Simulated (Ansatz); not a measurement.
Input of an Ansatz 0.2.0 run:

The input input.yaml:

```yaml
crystal:
  lattice:
    - [0.0, 2.6045, 2.6045]
    - [2.6045, 0.0, 2.6045]
    - [2.6045, 2.6045, 0.0]
  atoms:
    - { symbol: Mn, position: [0.0, 0.0, 0.0] }
    - { symbol: S, position: [0.5, 0.5, 0.5] }
hamiltonian:
  xc: pbe
  pseudopotentials: { kind: paw }
  hubbard: { sites: [{ species: Mn, l: d, u_eff: 6.2 }] }
magnetization:
  spin_polarized: true
kpoints:
  mp_grid: { grid: [9, 9, 9] }
  band_path:
    path:
      - [[0.0, 0.0, 0.0], [0.5, 0.0, 0.5], [0.5, 0.25, 0.75], [0.375, 0.375, 0.75], [0.0, 0.0, 0.0], [0.5, 0.5, 0.5], [0.625, 0.25, 0.625], [0.5, 0.25, 0.75], [0.5, 0.5, 0.5], [0.375, 0.375, 0.75]]
      - [[0.625, 0.25, 0.625], [0.5, 0.0, 0.5]]
    npoints: 14
scf:
  occupations: { method: fermi_dirac, width: 0.15 }
  n_extra_bands: 6
output:
  forces: true
  stress: true
  eigenvalues: true
  fatbands: false
basis:
  ecutrho_ratio: 12
```

Potentials or basis: Ansatz PAW.

The run is started by

```console
$ ansatz run input.yaml --threads 1 --pin off --max-ram 2560MiB --backend cpu --events-out ev --progress --plain --runs-dir out
```

(1) Estimate the band gap on the k mesh.

(2) What does it give for the net moment?

(3) Predict the band gap along the path.

Results:

(1) 1.18 eV, indirect (least direct gap 3.16 eV).

(2) 5.00 μB per cell.

(3) 1.02 eV, indirect (least direct gap 3.14 eV).

Caveat: the magnetic or orbital state may not be the lowest; the k mesh misses the band edges, so the gap on the mesh is wider than the one along the path; a cell with one magnetic atom can't hold antiferromagnetic order, which such compounds often take.
